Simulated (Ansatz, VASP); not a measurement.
**One calculation of Ca, two programs**

The input INCAR:

```
SYSTEM = Ca
PREC = Accurate
ENCUT = 520
EDIFF = 1E-8
ISMEAR = -1
SIGMA = 0.05
LREAL = .False.
LASPH = .True.
NELM = 100
ALGO = Normal
ISIF = 2
LWAVE = .False.
LCHARG = .False.
GGA = PE
LEFG = .True.
NBANDS = 11
```

The input KPOINTS:

```
Automatic mesh
0
Gamma
  10 10 10
  0 0 0
```

Contents of POSCAR:

```
Ca
1.0
   -2.2839327222      2.2839327222      2.2839327222
    2.2839327222     -2.2839327222      2.2839327222
    2.2839327222      2.2839327222     -2.2839327222
Ca
1
Direct
    0.0000000000      0.0000000000      0.0000000000
```

Input for Ansatz:

```yaml
crystal:
  lattice:
    - [-2.2839327222, 2.2839327222, 2.2839327222]
    - [2.2839327222, -2.2839327222, 2.2839327222]
    - [2.2839327222, 2.2839327222, -2.2839327222]
  atoms:
    - { symbol: Ca, position: [0.0, 0.0, 0.0] }
kpoints:
  mp_grid: { grid: [10, 10, 10] }
scf:
  occupations: { method: fermi_dirac, width: 0.05 }
hamiltonian:
  xc: pbe
  pseudopotentials: { kind: all_electron, datasets: crystal }
output:
  forces: true
  stress: true
  eigenvalues: true
  efg: { contact_densities: true }
```

Change from the starting cell: volume scaled by 1.06, crystal datasets.

Alike in both runs: task electric field gradients; functional PBE; k mesh 10 × 10 × 10; occupations fermi-dirac, width 0.05 eV; no spin polarisation.

|  | VASP | Ansatz |
| --- | --- | --- |
| version | VASP 6.6.1 | Ansatz 0.2.0 |
| potentials or method | VASP PAW PBE potentials, release 64 (Ca_sv) | all-electron PAW with datasets made for the crystal, scalar-relativistic |
| plane-wave cutoff (eV) | 520 | see its input |

|  | VASP | Ansatz | Ansatz less VASP |
| --- | --- | --- | --- |
| pressure (GPa) | -1.7 | -1.7 | -0.01 |
| Vzz of the field gradient on the site that differs most (V/Å²) | 0.0 | 0.0 | 0.00 |

Ansatz ran all-electron here, so the differences hold the error of VASP's frozen core and of both bases.
